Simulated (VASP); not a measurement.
**LiH in VASP 6.6.1, single-point calculation**

INCAR

```
ENCUT = 520
LCHARG = .FALSE.
ISMEAR = 0
NBANDS = 9
NELM = 120
EDIFF = 1E-7
LASPH = .TRUE.
ALGO = Conjugate
IBRION = -1
PREC = Accurate
METAGGA = R2SCAN
SIGMA = 0.01
LWAVE = .FALSE.
ISIF = 2
NSW = 0
LREAL = .FALSE.
```

KPOINTS

```
KPOINTS created by Atomic Simulation Environment
0
Gamma
10 10 10
0 0 0
```

POSCAR

```
Li H
 1.0000000000000000
     0.0066766495000000    2.0096714906000002    2.0096714906000002
     2.0096714906000002    0.0066766495000000    2.0096714906000002
     2.0096714906000002    2.0096714906000002    0.0066766495000000
 Li  H
   1   1
Cartesian
  0.0000000000000000  0.0000000000000000  0.0000000000000000
  2.0130098153500002  2.0130098153500002  2.0130098153500002
```

The recommended PBE PAW datasets give the neutral cell 4 valence electrons.

Command

```
mpirun -np 1 vasp_std
```

OSZICAR

```
N       E                     dE             d eps       ncg     rms           ort
DAV:   1    -0.188915991336E+01   -0.18892E+01   -0.23892E+03  1044   0.476E+02
DAV:   2    -0.733213491646E+01   -0.54430E+01   -0.54177E+01  1044   0.619E+01
DAV:   3    -0.740875097340E+01   -0.76616E-01   -0.76579E-01  1044   0.642E+00
DAV:   4    -0.740910569193E+01   -0.35472E-03   -0.35466E-03  1044   0.398E-01
DAV:   5    -0.740910738794E+01   -0.16960E-05   -0.16960E-05  1044   0.181E-02
SDA:   6    -0.675678422624E+01    0.65232E+00   -0.16960E-05  1044   0.116E+00   0.000E+00
CGA:   7    -0.681132416205E+01   -0.54540E-01   -0.53936E-01  1044   0.107E-01   0.276E-02
CGA:   8    -0.681565755689E+01   -0.43334E-02   -0.43180E-02  1044   0.360E-02   0.745E-04
CGA:   9    -0.681721932736E+01   -0.15618E-02   -0.15761E-02  1044   0.370E-03  -0.720E-04
CGA:  10    -0.681734390326E+01   -0.12458E-03   -0.12630E-03  1044   0.451E-04  -0.193E-04
CGA:  11    -0.681736116098E+01   -0.17258E-04   -0.17850E-04  1044   0.857E-05  -0.388E-05
CGA:  12    -0.681736492753E+01   -0.37666E-05   -0.39775E-05  1044   0.206E-05  -0.918E-06
CGA:  13    -0.681736574044E+01   -0.81291E-06   -0.88402E-06  1044   0.288E-06  -0.408E-06
CGA:  14    -0.681736582907E+01   -0.88630E-07   -0.89770E-07  1044   0.385E-07  -0.181E-07
   1 F= -.68173658E+01 E0= -.68173658E+01  d E =0.000000E+00
```

From OUTCAR

```
k-points           NKPTS =    116   k-points in BZ     NKDIM =    116   number of bands    NBANDS=      9

   NELECT =       4.0000    total number of electrons

   dimension x,y,z NGX =    24 NGY =   24 NGZ =   24
   dimension x,y,z NGXF=    48 NGYF=   48 NGZF=   48

  energy-cutoff  :      520.00
  volume of cell :       16.15
      direct lattice vectors                 reciprocal lattice vectors
     0.006676650  2.009671491  2.009671491    -0.250040178  0.249212231  0.249212231
     2.009671491  0.006676650  2.009671491     0.249212231 -0.250040178  0.249212231
     2.009671491  2.009671491  0.006676650     0.249212231  0.249212231 -0.250040178

 k-points in reciprocal lattice and weights: KPOINTS created by Atomic Simulation Env
   0.00000000  0.00000000  0.00000000       0.001
   0.10000000  0.00000000 -0.00000000       0.006
   0.20000000  0.00000000 -0.00000000       0.006
   0.30000000 -0.00000000 -0.00000000       0.006
   0.40000000 -0.00000000 -0.00000000       0.006
   0.50000000  0.00000000  0.00000000       0.003
   0.10000000  0.10000000 -0.00000000       0.006
   0.20000000  0.10000000 -0.00000000       0.012
   ...

 E-fermi :   0.0798

 k-point     1 :       0.0000    0.0000    0.0000
  band No.  band energies     occupation
      1     -45.9368      2.00000
      2      -5.6353      2.00000
      3      17.3961      0.00000
      4      19.0543      0.00000
      5      19.2175      0.00000
      6      19.2175      0.00000
      7      23.4637      0.00000
      8      23.6457      0.00000
      9      23.6458      0.00000

 k-point     2 :       0.1000    0.0000   -0.0000
  band No.  band energies     occupation
      1     -45.9327      2.00000
      2      -5.4547      2.00000
      3      15.6612      0.00000
      4      18.1521      0.00000
      5      18.6235      0.00000
      6      18.7583      0.00000
      7      23.3507      0.00000
      8      24.4619      0.00000
      9      24.6297      0.00000

 k-point     3 :       0.2000    0.0000   -0.0000
  band No.  band energies     occupation
      1     -45.9216      2.00000
      2      -4.9281      2.00000
      3      12.1523      0.00000
      4      16.8006      0.00000
      5      17.9525      0.00000
      6      18.0679      0.00000
      7      24.3170      0.00000
      8      24.3504      0.00000
      9      24.3822      0.00000

 k-point     4 :       0.3000   -0.0000   -0.0000
  band No.  band energies     occupation
      1     -45.9078      2.00000
      2      -4.1221      2.00000
      3       8.8614      0.00000
      4      15.6735      0.00000
      5      17.5999      0.00000
      6      17.6955      0.00000
      7      22.0033      0.00000
      8      22.0503      0.00000
      9      26.0785      0.00000

 k-point     5 :       0.4000   -0.0000   -0.0000
  band No.  band energies     occupation
      1     -45.8967      2.00000
      2      -3.2482      2.00000
      3       6.4318      0.00000
      4      14.9396      0.00000
      5      17.6654      0.00000
      6      17.7385      0.00000
      7      20.2763      0.00000
      8      20.3457      0.00000
      9      28.0262      0.00000

 ...

  Total       -0.0691524     -0.0691524     -0.0691524     -0.0139791     -0.0139791     -0.0139791
  in kB       -6.8593431     -6.8593431     -6.8593431     -1.3866068     -1.3866068     -1.3866068
  external PRESSURE =      -6.8593431 kB  Pullay stress =       0.0000000 kB

 POSITION                                       TOTAL-FORCE (eV/Angst)
 -----------------------------------------------------------------------------------
      0.00000      0.00000      0.00000        -0.000000      0.000000      0.000000
      2.01301      2.01301      2.01301         0.000000     -0.000000     -0.000000
 -----------------------------------------------------------------------------------
    total drift:                                0.000000     -0.000000     -0.000000

  FREE ENERGIE OF THE ION-ELECTRON SYSTEM (eV)
  ---------------------------------------------------
  free  energy   TOTEN  =        -6.8173658291 eV

  energy  without entropy=       -6.8173658291  energy(sigma->0) =       -6.81736583
```

It converged. Results: gap between bands v and c on the k mesh 3.58 eV; least direct gap on the k mesh 3.58 eV; pressure -0.7 GPa. Band v is the last that the valence electrons fill when counted band by band, and c is the next.

For comparison, a separate r²SCAN run of the intended cell, on usual settings and not on those above, gives a gap of 3.58 eV on its mesh and a pressure of -0.7 GPa.

The run above took about 43 s on one core of a shared host (Intel Xeon Platinum 8488C) and held 0.15 GiB at most.
